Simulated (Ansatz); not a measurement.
## NiGe: a sublattice moved along a line

These are results of DFT PBEsol, scalar-relativistic, plane waves, PAW (Ansatz), not measurements. Settings: plane waves to 420 eV, k-mesh 8×12×8 (Γ-centred), Gaussian smearing 0.15 eV. No spin polarisation. A magnetic state may lie lower. Energies are free energies at this smearing, counted from the undisturbed cell; pressure is positive in compression.

Reference structure (relaxed at this level):

```xyz
8
Lattice="5.3108 0.0000 0.0000 0.0000 3.4400 0.0000 0.0000 0.0000 5.7393" Properties=species:S:1:pos:R:3 pbc="T T T"
Ni    5.2735    2.5800    1.0840
Ni    0.0372    0.8600    4.6553
Ni    2.6926    0.8600    3.9536
Ni    2.6182    2.5800    1.7856
Ge    4.3105    2.5800    3.3770
Ge    1.0003    0.8600    2.3623
Ge    3.6557    0.8600    0.5073
Ge    1.6551    2.5800    5.2319
```

Every Ni atom is moved by x along the Cartesian unit vector (1.000, 0.000, 0.000); the cell and all other atoms stay fixed. The cell is metallic on the mesh throughout.

| x (Å) | ΔE (meV/cell) | force along x on the moved atoms (eV/Å) | pressure (GPa) |
| --- | --- | --- | --- |
| -0.1000 | 142.8 | 2.86 | 0.7 |
| -0.0500 | 35.7 | 1.43 | 0.2 |
| 0.0000 | 0.0 | 0.00 | 0.0 |
| 0.0125 | 2.2 | -0.36 | 0.0 |
| 0.0250 | 8.9 | ? | 0.0 |
| 0.0375 | 20.1 | -1.07 | 0.1 |
| 0.0625 | 55.7 | -1.78 | 0.3 |
| 0.0750 | ? | ? | 0.4 |
| 0.0875 | 109.3 | -2.50 | 0.6 |

By symmetry 0.1000 repeats -0.1000, -0.0750 repeats 0.0750, 0.0500 repeats -0.0500, -0.0250 repeats 0.0250 in energy, with the opposite slope along the path.

Question: Give the withheld values.

Answer: force along x on the moved atoms (eV/Å) at x (Å) = 0.0250: -0.71; ΔE (meV/cell) at x (Å) = 0.0750: 80.3; force along x on the moved atoms (eV/Å) at x (Å) = 0.0750: -2.14.